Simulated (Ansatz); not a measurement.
# CuAu3 (Pm-3m) in Ansatz: a series of runs

Runs on CuAu3. Level: PBEsol. Tasks: single point.

Program: Ansatz 0.2.0. These are calculated values, not measurements. Logs are shortened: lines on timing, memory, paths and dates and some standing lists are left out, and cuts for length are marked.

**1. The structure**

Symmetry: Pm-3m, No. 221, cubic system. Conventional cell: a = 3.980 Å, b = 3.980 Å, c = 3.980 Å, α = 90.00°, β = 90.00°, γ = 90.00°. Au (site symmetry 4/mmm) is surrounded by 8 Au at 2.81 Å and 4 Cu at 2.81 Å. Cu (site symmetry m-3m) has 12 Au at 2.81 Å as nearest neighbours.

**2. Single point, PBEsol, 14.82 Å³/atom (volume scaled by 0.94)**

input.yaml reads:

```yaml
crystal:
  lattice:
    - [3.8987527127, 0.0, 0.0]
    - [0.0, 3.8987527127, 0.0]
    - [0.0, 0.0, 3.8987527127]
  atoms:
    - { symbol: Au, position: [0.5, 0.5, 0.0] }
    - { symbol: Au, position: [0.5, 0.0, 0.5] }
    - { symbol: Au, position: [0.0, 0.5, 0.5] }
    - { symbol: Cu, position: [0.0, 0.0, 0.0] }
kpoints:
  mp_grid: { grid: [7, 7, 7] }
scf:
  occupations: { method: fermi_dirac, width: 0.05 }
hamiltonian:
  xc: pbesol
  pseudopotentials: { kind: all_electron, lapw: { basis_error: 0.001 } }
output:
  forces: true
  stress: true
  eigenvalues: true
```

Potentials or basis: all-electron LAPW, scalar-relativistic.

Launch:

```console
$ ansatz run input.yaml --threads 2 --pin off --max-ram 8192MiB --backend cpu --events-out ev --progress --plain --runs-dir out
```

Log:

```text
Warning: RAYON_NUM_THREADS=2 ignored (pool sized by the plan → 2); use --threads N
LAPW: plane waves up to 8.501 Å⁻¹, error target 1.0e-3 eV per atom; small_component_spin mean_spin; Cu in spheres of 1.378 Å, 19 of its electrons in bands, Dirac shells []; Au in spheres of 1.378 Å, 43 of its electrons in bands, Dirac shells [] (how accurate: hamiltonian.pseudopotentials.lapw.basis_error, Limitations)
Engine: ansatz 0.2.0, x86_64-unknown-linux-gnu
Pseudopotentials: kind: all_electron
Pseudopotential: Au, LAPW, valence charge 43, lapw/all_electron/scalar/gaussian/Au, Koelling and Harmon's equation, gaussian nucleus
Pseudopotential: Cu, LAPW, valence charge 19, lapw/all_electron/scalar/gaussian/Cu, Koelling and Harmon's equation, gaussian nucleus
Functional definition: PBEsol
  exchange = pbesol_x
  correlation = pbesol_c
Crystal: 4 atoms, lattice volume = 59.262 Å³
Basis set: ecut = 275.3662437928777 eV, 619 PW (Γ), exchange–correlation at level 2
Bands: 89, of which v1, the nominal top of the filled ones, is band 74 counted from 1 (73 counted from 0)
Symmetry: 48 space group operations
[... 34 lines left out ...]
  E_electrostatic = -3378811.835161  (all electrons and nuclei)
  E_smearing   = -0.011258  (= −TS)
  E_closure    = 0.000000  (closes the sum)
  E_atoms      = -1596229.825346  (free atoms, spherical and without spin; not in F)
  Σ components = -1596245.910552   (vs F -1596245.910552, Δ=0.00e0)
  Basis errors (estimates in eV, not in F): energy 1.8e-4 per atom: plane waves 1.4e-4 (1.0e-4 summed), levels above the bands 1.4e-151, relativity 6.3e-9, radial functions 3.1e-5, core shells 6.1e-8; eigenvalues (radial functions only) 8.4e-7; not estimated: angular momenta, meshes, grids; target (lapw.basis_error) 1.0e-3; muffin-tin radii Cu 1.378 Å, Au 1.378 Å
--- Forces (eV/Å), atoms counted from 1 ---
  atom   1  Au    -0.00000000     0.00000000     0.00000000
  atom   2  Au    -0.00000000    -0.00000000    -0.00000000
  atom   3  Au    -0.00000000     0.00000000     0.00000000
  atom   4  Cu     0.00000000    -0.00000000     0.00000000
  max |Σ_I F_I| component: 4.60e-30 eV/Å
--- Stress (GPa, compression-positive) ---
       11.469785       0.000000       0.000000
        0.000000      11.469785       0.000000
        0.000000       0.000000      11.469785
  P = ⅓ Tr σ = 11.4698 GPa (114.698 kbar)
--- Band table (eV; the first three rows and the last of 20) ---
  k-point 0: bands = ["-297.6521", "-297.6521", "-297.6521", "-297.6521", "-297.6521", "-297.6521", "-297.6472", "-297.6472", "-297.6472", "-297.6428", "-297.6428", "-297.6428", "-297.6279", "-297.6279", "-297.6279", "-86.4841", "-80.5949", "-80.5705", "-80.5705", "-53.6230", "-53.6220", "-53.6220", "-53.6194", "-53.6194", "-53.6194", "-53.6081", "-53.6081", "-53.6081", "-53.6079", "-53.6079", "-53.6079", "-53.6057", "-53.6057", "-53.6057", "-53.6053", "-53.6053", "-53.6053", "-53.5985", "-53.5985", "-53.5985", "-44.0329", "-44.0329", "-44.0329", "-32.1217", "-32.1217", "-32.1217", "-31.9467", "-31.9467", "-31.9467", "-31.8672", "-31.8672", "-31.8672", "14.7337", "17.2306", "18.1510", "18.1510", "18.1510", "18.2737", "18.2737", "20.9679", "20.9679", "20.9679", "22.3916", "22.3916", "23.4816", "23.6652", "23.6652", "23.8909", "23.8909", "23.8909", "23.8934", "23.8934", "23.8934", "26.1822", "26.1822", "26.1822", "31.8694", "31.8694", "32.6772", "35.2562", "35.2562", "35.2562", "36.8202", "36.8202", "36.8202", "40.9513", "43.3920", "43.3920", "43.9766"]
  k-point 1: bands = ["-297.6521", "-297.6521", "-297.6521", "-297.6521", "-297.6521", "-297.6521", "-297.6472", "-297.6472", "-297.6472", "-297.6428", "-297.6428", "-297.6428", "-297.6279", "-297.6279", "-297.6279", "-86.4841", "-80.5938", "-80.5715", "-80.5705", "-53.6230", "-53.6220", "-53.6220", "-53.6194", "-53.6194", "-53.6194", "-53.6081", "-53.6081", "-53.6081", "-53.6079", "-53.6079", "-53.6079", "-53.6057", "-53.6057", "-53.6057", "-53.6053", "-53.6053", "-53.6053", "-53.5985", "-53.5985", "-53.5985", "-44.0329", "-44.0329", "-44.0329", "-32.1149", "-32.1149", "-32.1098", "-31.9486", "-31.9486", "-31.9471", "-31.8803", "-31.8723", "-31.8723", "14.9884", "17.3883", "18.2228", "18.2904", "18.2904", "18.3160", "18.4698", "20.8565", "20.9995", "20.9995", "22.2105", "22.4267", "23.0977", "23.0977", "23.2813", "23.5492", "23.6130", "23.7210", "23.7210", "23.8911", "23.8939", "24.8872", "27.1617", "27.1617", "31.7980", "31.9407", "33.8823", "35.2526", "35.2526", "35.4194", "36.0500", "36.8656", "36.8656", "41.1449", "43.3184", "44.3116", "44.6405"]
  k-point 2: bands = ["-297.6521", "-297.6521", "-297.6521", "-297.6521", "-297.6521", "-297.6521", "-297.6472", "-297.6472", "-297.6472", "-297.6428", "-297.6428", "-297.6428", "-297.6279", "-297.6279", "-297.6279", "-86.4841", "-80.5909", "-80.5744", "-80.5705", "-53.6228", "-53.6221", "-53.6220", "-53.6194", "-53.6194", "-53.6194", "-53.6081", "-53.6081", "-53.6081", "-53.6079", "-53.6079", "-53.6079", "-53.6057", "-53.6057", "-53.6057", "-53.6054", "-53.6054", "-53.6053", "-53.5985", "-53.5985", "-53.5985", "-44.0329", "-44.0328", "-44.0328", "-32.0977", "-32.0977", "-32.0763", "-31.9548", "-31.9548", "-31.9480", "-31.9165", "-31.8837", "-31.8837", "15.7089", "17.7927", "18.3779", "18.4085", "18.6979", "18.6979", "19.0048", "20.5834", "20.9857", "20.9857", "21.7123", "22.0036", "22.0036", "22.4718", "22.7259", "22.7542", "23.3317", "23.3317", "23.3635", "23.4990", "23.8915", "23.8949", "28.8977", "28.8977", "31.3410", "31.6246", "34.3428", "34.3428", "34.9191", "35.4749", "37.2203", "37.9332", "37.9332", "41.6014", "42.8046", "43.6253", "43.8183"]
  k-point 19: bands = ["-297.6521", "-297.6521", "-297.6521", "-297.6521", "-297.6521", "-297.6521", "-297.6472", "-297.6472", "-297.6472", "-297.6428", "-297.6428", "-297.6428", "-297.6279", "-297.6279", "-297.6279", "-86.4840", "-80.5794", "-80.5782", "-80.5782", "-53.6223", "-53.6223", "-53.6223", "-53.6200", "-53.6200", "-53.6180", "-53.6087", "-53.6087", "-53.6087", "-53.6074", "-53.6074", "-53.6074", "-53.6058", "-53.6058", "-53.6058", "-53.6052", "-53.6052", "-53.6052", "-53.5991", "-53.5982", "-53.5982", "-44.0330", "-44.0330", "-44.0330", "-32.2129", "-32.0681", "-32.0670", "-32.0670", "-31.9072", "-31.9072", "-31.8642", "-31.8642", "-31.8636", "17.5518", "17.6395", "17.7447", "17.7447", "19.9902", "19.9902", "20.1594", "20.6526", "20.9433", "20.9433", "21.4650", "21.4650", "22.6235", "22.6235", "22.8215", "23.2058", "23.5116", "23.5640", "23.5640", "23.6909", "23.6909", "24.7777", "24.9384", "24.9384", "28.9110", "28.9110", "29.5637", "30.5155", "40.1381", "40.4788", "40.4788", "40.5045", "41.8980", "42.0005", "42.0005", "43.5282", "43.5282"]
```

It took 23 s on 2 threads of Intel Xeon Platinum 8259CL at 2.50GHz (Skylake/Cascade Lake), shared host; peak memory 0.62 GiB.

What came out:

* Free energy: -1596245.9106 eV
* Pressure: 11.5 GPa
* Band gap on the k mesh: none (metal or under the smearing width)

**3. Single point, PBEsol, 15.13 Å³/atom (volume scaled by 0.96)**

Changes to input.yaml since step 2:

```diff
@@ -2,5 +2,5 @@
   lattice:
-    - [3.8987527127, 0.0, 0.0]
-    - [0.0, 3.8987527127, 0.0]
-    - [0.0, 0.0, 3.8987527127]
+    - [3.9262096223, 0.0, 0.0]
+    - [0.0, 3.9262096223, 0.0]
+    - [0.0, 0.0, 3.9262096223]
   atoms:
```

Potentials or basis: all-electron LAPW, scalar-relativistic.

Launch:

```console
$ ansatz run input.yaml --threads 2 --pin off --max-ram 8192MiB --backend cpu --events-out ev --progress --plain --runs-dir out
```

It took 25 s on 2 threads of Intel Xeon Platinum 8259CL at 2.50GHz (Skylake/Cascade Lake), shared host; peak memory 0.61 GiB.

Results (log left out):

```yaml
Free_energy: -1596245.9818 eV
Pressure: 6.8 GPa
Band_gap_on_the_k_mesh: none (metal or under the smearing width)
```

**4. Single point, PBEsol, 15.45 Å³/atom (volume scaled by 0.98)**

Changes to input.yaml since step 3:

```diff
@@ -2,5 +2,5 @@
   lattice:
-    - [3.9262096223, 0.0, 0.0]
-    - [0.0, 3.9262096223, 0.0]
-    - [0.0, 0.0, 3.9262096223]
+    - [3.9532877857, 0.0, 0.0]
+    - [0.0, 3.9532877857, 0.0]
+    - [0.0, 0.0, 3.9532877857]
   atoms:
```

Launch:

```console
$ ansatz run input.yaml --threads 2 --pin off --max-ram 8192MiB --backend cpu --events-out ev --progress --plain --runs-dir out
```

Wall time 27 s (2 threads of Intel Xeon Platinum 8259CL at 2.50GHz (Skylake/Cascade Lake), shared host); peak memory 0.61 GiB.

It converged, with:

```
Free energy            : -1596246.0184 eV
Pressure               : 2.6 GPa
Band gap on the k mesh : none (metal or under the smearing width)
```

**5. Single point, PBEsol, 15.76 Å³/atom**

Changes to input.yaml since step 4:

```diff
@@ -2,5 +2,5 @@
   lattice:
-    - [3.9532877857, 0.0, 0.0]
-    - [0.0, 3.9532877857, 0.0]
-    - [0.0, 0.0, 3.9532877857]
+    - [3.98, 0.0, 0.0]
+    - [0.0, 3.98, 0.0]
+    - [0.0, 0.0, 3.98]
   atoms:
```

Launch:

```console
$ ansatz run input.yaml --threads 2 --pin off --max-ram 8192MiB --backend cpu --events-out ev --progress --plain --runs-dir out
```

Wall time 23 s (2 threads of Intel Xeon Platinum 8259CL at 2.50GHz (Skylake/Cascade Lake), shared host); peak memory 0.61 GiB.

It converged, with:

| Item | Value |
| --- | --- |
| Free energy | -1596246.0244 eV |
| Pressure | -1.0 GPa |
| Band gap on the k mesh | none (metal or under the smearing width) |

**6. Single point, PBEsol, 16.08 Å³/atom (volume scaled by 1.02)**

Changes to input.yaml since step 5:

```diff
@@ -2,5 +2,5 @@
   lattice:
-    - [3.98, 0.0, 0.0]
-    - [0.0, 3.98, 0.0]
-    - [0.0, 0.0, 3.98]
+    - [4.006358384, 0.0, 0.0]
+    - [0.0, 4.006358384, 0.0]
+    - [0.0, 0.0, 4.006358384]
   atoms:
```

Potentials or basis: all-electron LAPW, scalar-relativistic.

Launch:

```console
$ ansatz run input.yaml --threads 2 --pin off --max-ram 8192MiB --backend cpu --events-out ev --progress --plain --runs-dir out
```

It took 20 s on 2 threads of Intel Xeon Platinum 8259CL at 2.50GHz (Skylake/Cascade Lake), shared host; peak memory 0.62 GiB.

Results (log left out):

- Free energy: -1596246.0038 eV
- Pressure: -4.2 GPa
- Band gap on the k mesh: none (metal or under the smearing width)

**7. Single point, PBEsol, 16.39 Å³/atom (volume scaled by 1.04)**

Changes to input.yaml since step 6:

```diff
@@ -2,5 +2,5 @@
   lattice:
-    - [4.006358384, 0.0, 0.0]
-    - [0.0, 4.006358384, 0.0]
-    - [0.0, 0.0, 4.006358384]
+    - [4.0323744272, 0.0, 0.0]
+    - [0.0, 4.0323744272, 0.0]
+    - [0.0, 0.0, 4.0323744272]
   atoms:
```

Launch:

```console
$ ansatz run input.yaml --threads 2 --pin off --max-ram 8192MiB --backend cpu --events-out ev --progress --plain --runs-dir out
```

Wall time 23 s (2 threads of Intel Xeon Platinum 8259CL at 2.50GHz (Skylake/Cascade Lake), shared host); peak memory 0.62 GiB.

Results (log left out):

- Free energy: -1596245.9599 eV
- Pressure: -6.9 GPa
- Band gap on the k mesh: none (metal or under the smearing width)

**8. Single point, PBEsol, 16.71 Å³/atom (volume scaled by 1.06)**

Changes to input.yaml since step 7:

```diff
@@ -2,5 +2,5 @@
   lattice:
-    - [4.0323744272, 0.0, 0.0]
-    - [0.0, 4.0323744272, 0.0]
-    - [0.0, 0.0, 4.0323744272]
+    - [4.0580590332, 0.0, 0.0]
+    - [0.0, 4.0580590332, 0.0]
+    - [0.0, 0.0, 4.0580590332]
   atoms:
```

Launch:

```console
$ ansatz run input.yaml --threads 2 --pin off --max-ram 8192MiB --backend cpu --events-out ev --progress --plain --runs-dir out
```

It took 23 s on 2 threads of Intel Xeon Platinum 8259CL at 2.50GHz (Skylake/Cascade Lake), shared host; peak memory 0.62 GiB.

The run converged. Its results:

```yaml
Free_energy: -1596245.8958 eV
Pressure: -9.3 GPa
Band_gap_on_the_k_mesh: none (metal or under the smearing width)
```

**9. For comparison**

An earlier run on the cell as given: functional PBEsol; potentials or basis all-electron LAPW, scalar-relativistic; cutoff 263 eV (chosen from the basis error); basis error allowed 0.001 eV/atom; k mesh 7 × 7 × 7; occupations fermi-dirac, width 0.05 eV; no spin polarisation.

* Pressure: -1.0 GPa
* Band gap on the k mesh: none (metal or under the smearing width)
